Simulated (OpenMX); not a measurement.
# WC (Qusongite) under changes of volume

One of the cells (10.376 Å³/atom); the others are scaled copies at fixed shape and fractional positions:

```
W C
1.0
     2.90650    0.00000    0.00000
    -1.45325    2.51710    0.00000
     0.00000    0.00000    2.83660
W C
1 1
Direct
  0.00000 0.00000 0.00000
  0.66667 0.33333 0.50000
```

| Item | Value |
| --- | --- |
| Program | OpenMX 3.8.5 |
| Functional | PBE |
| Potentials or basis | OpenMX 2013 PBE set, W7.0-s3p2d2, C6.0-s2p2, fixed grid of 30 × 30 × 35 points |
| k mesh | 11 × 11 × 9 |
| Occupations | fermi-dirac, width 0.05 eV |
| Spin | no spin polarisation |

| volume (Å³/atom) | energy over the lowest point (meV/atom) | largest force (eV/Å) |
| --- | --- | --- |
| 9.754 | 108.85 | 0.042 |
| 9.961 | 62.65 | 0.041 |
| 10.169 | ? | ? |
| 10.376 | 9.47 | 0.041 |
| 10.584 | 0.00 | 0.040 |
| 10.791 | 0.35 | 0.040 |
| 10.999 | 9.59 | 0.039 |

**Question.** What does the run at 10.169 Å³/atom give?

**Answer.** Energy over the lowest point 29.96 meV/atom; largest force 0.041 eV/Å.

Worked out: A Birch-Murnaghan fit of order 3 (a polynomial in V^(-2/3)) to the other rows has its minimum at 10.68 Å³/atom with B0 = V·E''(V) = 372 GPa and B' = 4.5 at fixed shape and positions, which overstates the stiffness. It gives 29.88 meV/atom at 10.169 Å³/atom, against the run's 29.96.

Energies are extrapolated to zero smearing.

Caveats: the basis of atomic orbitals isn't converged, which shifts pressures, moduli and gaps.
